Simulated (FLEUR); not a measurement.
# NaCl under changes of volume

One of the cells (21.813 Å³/atom); the others are scaled copies at fixed shape and fractional positions:

```xyz
2
Lattice="0.0000 2.7941 2.7941 2.7941 0.0000 2.7941 2.7941 2.7941 0.0000" Properties=species:S:1:pos:R:3 pbc="T T T"
Cl    2.7941    2.7941    2.7941
Na    0.0000    0.0000    0.0000
```

The cell is a database's computed one.

- Program: FLEUR MaX-R8.1 (later development tree)
- Functional: LDA
- Potentials or basis: all-electron
- Basis: FLAPW
- Kmax: 4.14 1/bohr
- k mesh: 8 × 8 × 8
- Occupations: fermi-dirac, width 0.05 eV
- Spin: no spin polarisation

```tsv
volume (Å³/atom)	energy over the lowest point (meV/atom)	gap on the mesh (eV)
20.504	0.00	5.06
20.940	1.37	4.97
21.813	?	?
22.685	21.10	4.65
23.121	28.82	4.59
```

What does the run at 21.813 Å³/atom give?

Energy over the lowest point 8.72 meV/atom; gap on the mesh 4.80 eV.

Worked out: A Birch-Murnaghan fit of order 2 (a polynomial in V^(-2/3)) to the other rows has its minimum at 20.36 Å³/atom, just outside them, with B0 = V·E''(V) = 31 GPa. It gives 8.72 meV/atom at 21.813 Å³/atom, against the run's 8.72. A straight line through the other rows of the gap, of slope -3.94 eV per unit of ln V (its deformation potential), gives 4.81 eV, against the run's 4.80.

Energies are extrapolated to zero smearing.
